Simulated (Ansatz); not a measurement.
Set up this calculation in Ansatz 0.2.0, as the native input.

| Quantity | Value |
| --- | --- |
| Task | relaxation of cell and atoms |
| Functional | PBEsol |
| Potentials or basis | all-electron LAPW, scalar-relativistic |
| Basis error allowed | 0.001 eV/atom |
| k mesh | 10 × 10 × 10 |
| Occupations | fermi-dirac, width 0.05 eV |
| Spin | no spin polarisation |
| Target pressure | 20 GPa |

The system is BAs.

```
CELL_PARAMETERS angstrom
0.00000 2.38850 2.38850
2.38850 0.00000 2.38850
2.38850 2.38850 0.00000
ATOMIC_POSITIONS crystal
As 0.75000 0.75000 0.75000
B 0.00000 0.00000 0.00000
```

One way to write it, as run:

input.yaml

```yaml
crystal:
  lattice:
    - [0.0, 2.3885, 2.3885]
    - [2.3885, 0.0, 2.3885]
    - [2.3885, 2.3885, 0.0]
  atoms:
    - { symbol: As, position: [0.75, 0.75, 0.75] }
    - { symbol: B, position: [0.0, 0.0, 0.0] }
kpoints:
  mp_grid: { grid: [10, 10, 10] }
scf:
  occupations: { method: fermi_dirac, width: 0.05 }
hamiltonian:
  xc: pbesol
  pseudopotentials: { kind: all_electron, lapw: { basis_error: 0.001 } }
output:
  forces: true
  stress: true
relax:
  f_tol: 0.005
  max_steps: 60
  cell: { p_target: 20 }
```

Potentials or basis: all-electron LAPW, scalar-relativistic.

Launch:

```console
$ ansatz run input.yaml --threads 1 --pin off --max-ram 3072MiB --backend cpu --events-out ev --progress --plain --runs-dir out
```

It gave:

| Property | Result |
| --- | --- |
| Relaxed volume | 12.09 Å³/atom |
| Relaxed cell | a = 3.246 Å, b = 3.246 Å, c = 3.246 Å, α = 60.00°, β = 60.00°, γ = 60.00° |
| Space group after relaxing (to 0.05 Å) | F-43m (No. 216) |
| Energy change on relaxing (the enthalpy is what falls) | +82.1 meV/atom |
| Ionic steps | 5 |
| Pressure after relaxing | 20.0 GPa |
| Band gap on the k mesh | 0.96 eV |

Wall time 32 s on 1 thread of AMD EPYC 7R43 64-Core Processor (Zen 3) (shared host), peak memory 0.32 GiB.
